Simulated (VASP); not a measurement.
**Results of a VASP single-point calculation on InP (strained zincblende)**

POSCAR

```
In P
 1.0000000000000000
     0.0000000000000000    2.9537876347999998    2.8947118821000002
     2.9537876347999998    0.0000000000000000    2.8947118821000002
     2.9537876347999998    2.9537876347999998    0.0000000000000000
 In  P
   1   1
Cartesian
  0.0000000000000000  0.0000000000000000  0.0000000000000000
  1.4768938173999999  1.4768938173999999  1.4473559410500001
```

* gap between bands v and c: 1.08 eV
* least direct gap: 1.08 eV

Band v is the last that the valence electrons fill when counted band by band, and c is the next. Levels in eV from the top of v:

```tsv
point	v−1	v	c	c+1
Γ	-0.10	0.00	1.08	4.36
X	-2.54	-2.54	1.87	2.36
K	-3.46	-2.03	2.63	4.75
L	-1.13	-1.00	1.79	5.03
W	-3.11	-3.05	4.47	4.67
```

Problem. Which of these levels of theory gave these results?
A. PBEsol
B. HSE06
C. PBE0
D. r²SCAN
E. LDA
F. PBE
G. PBE with spin–orbit coupling

Solution. D.

The INCAR was:

```
ISIF = 2
NSW = 0
NBANDS = 16
LREAL = .FALSE.
METAGGA = R2SCAN
EDIFF = 1E-7
ENCUT = 520
NELM = 120
IBRION = -1
LWAVE = .FALSE.
ALGO = Normal
PREC = Accurate
LCHARG = .FALSE.
ISMEAR = 0
LASPH = .TRUE.
SIGMA = 0.01
```
